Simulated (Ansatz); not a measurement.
## CsPbI3: pressure series

Consider CsPbI3 in the cubic perovskite structure (space group Pm-3m, No. 221).

```
CsPbI3
1.0
    6.24728     0.00000     0.00000
    0.00000     6.24728     0.00000
    0.00000     0.00000     6.24728
Cs Pb I
1 1 3
Direct
  0.00000   0.00000   0.00000
  0.50000   0.50000   0.50000
  0.00000   0.50000   0.50000
  0.50000   0.50000   0.00000
  0.50000   0.00000   0.50000
```

Cell and atoms are relaxed at each pressure.

Level of theory: Kohn–Sham DFT with the PBEsol functional, run in Ansatz (a first-principles code) with PAW and 420 eV plane waves, scalar-relativistic without spin-orbit coupling.

```
pressure (GPa)  volume per atom (Å³/atom)
--------------  -------------------------
-1                                 52.174
0                                  48.764
1.8                                44.812
4.2                                     ?
9                                  37.165
18                                 32.687
30                                 29.232
45                                 26.521
60                                 24.645
```

### Question
Fit the third-order Birch–Murnaghan form P(V) = (3B₀/2)[(V₀/V)^(7/3) − (V₀/V)^(5/3)]·[1 + (3/4)(B₀′ − 4)((V₀/V)^(2/3) − 1)] (squares taken in P) to the rows shown and predict the withheld row.

### Answer
Least squares on the printed values gives V₀ = 48.747 Å³/atom, B₀ = 17.8 GPa, B₀′ = 4.6; this predicts 41.445 Å³/atom, and the run gives 41.411 Å³/atom, 0.034 lower.

The mesh was chosen for an insulator and is coarse for the gapless case. Load acts through the strain it causes; cell and atoms are relaxed under it. Whether these cells are dynamically stable was not tested. No other phases were tried under pressure. All final runs are without spin polarisation. Many cubic perovskites are stable only at high temperature; tilts and polar distortions were not tested. This is not the structure that CsPbI3 has at room temperature and ambient pressure.
